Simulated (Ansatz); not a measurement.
# MgS (Niningerite) under changes of volume

One of the cells (17.609 Å³/atom); the others are scaled copies at fixed shape and fractional positions:

```
S Mg
1.0
     0.00000    2.60165    2.60165
     2.60165    0.00000    2.60165
     2.60165    2.60165    0.00000
S Mg
1 1
Direct
  0.50000 0.50000 0.50000
  0.00000 0.00000 0.00000
```

- Program: Ansatz 0.2.0
- Functional: PBE
- Potentials or basis: Ansatz PAW
- Cutoff: 420 eV (not typed: the program's choice for these potentials)
- k mesh: 9 × 9 × 9
- Occupations: fermi-dirac, width 0.05 eV
- Spin: no spin polarisation

```csv
volume (Å³/atom),energy over the lowest point (meV/atom),pressure (GPa),gap on the mesh (eV)
16.553,?,?,?
16.905,13.39,4.6,3.01
17.257,5.22,2.8,2.96
17.609,0.88,1.2,2.92
17.962,0.00,-0.3,2.88
18.314,2.25,-1.7,2.83
18.666,7.34,-2.9,2.79
```

**Question.** What does the run at 16.553 Å³/atom give?

**Answer.** Energy over the lowest point 25.80 meV/atom; pressure 6.7 GPa; gap on the mesh 3.05 eV.

Worked out: A Birch-Murnaghan fit of order 3 (a polynomial in V^(-2/3)) to the other rows has its minimum at 17.88 Å³/atom with B0 = V·E''(V) = 74 GPa and B' = 4.1. It gives 25.79 meV/atom at 16.553 Å³/atom, against the run's 25.80, and -dE/dV = 6.7 GPa, against 6.7. A straight line through the other rows of the gap, of slope -2.21 eV per unit of ln V, extrapolates to 3.06 eV, against the run's 3.05.

Energies are extrapolated to zero smearing.

Caveats: odd divisions of the mesh miss points on the zone boundary, where band edges often lie, so the gap on the mesh can be too wide.

A mesh can miss the band edges.
